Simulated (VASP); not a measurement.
Data:

```xyz
5
Lattice="4.0399 0.0000 0.0000 0.0000 4.0399 0.0000 0.0000 0.0000 4.0399" Properties=species:S:1:pos:R:3 pbc="T T T"
Ba     2.0199     2.0199     2.0199
Sn     0.0000     0.0000     0.0000
O      0.0000     2.0199     0.0000
O      2.0199     0.0000     0.0000
O      0.0000     0.0000     2.0199
```

All values below come from PBE GGA, VASP's PBE PAW potentials (set 64) (plane waves; VASP). Numerical set-up: 400 eV cut-off, 8×8×8 Γ-centred mesh, Fermi-Dirac smearing of 0.020 eV, potentials Ba_sv Sn_d O.

At this cut-off the stress carries a Pulay error, which pulls relaxed volumes low. Unless said otherwise, spin-orbit coupling is left out, though it shifts the bands of the heavy elements here.

Q: Estimate the energy per atom (σ→0), pressure, band gap (on the k-mesh) with the smallest direct gap where there is one.

A: 
```json
{
  "band gap (on the k-mesh)": "1.69 eV",
  "smallest direct gap (on the k-mesh)": "2.18 eV",
  "energy per atom (σ→0)": "-6.218 eV/atom",
  "pressure": "14.45 GPa"
}
```

Only differences to runs with the same potentials and settings are physical.

The structure comes from a computed database's BaSnO3 entry; how it stands against other phases isn't given here. The cell was not relaxed at this level.
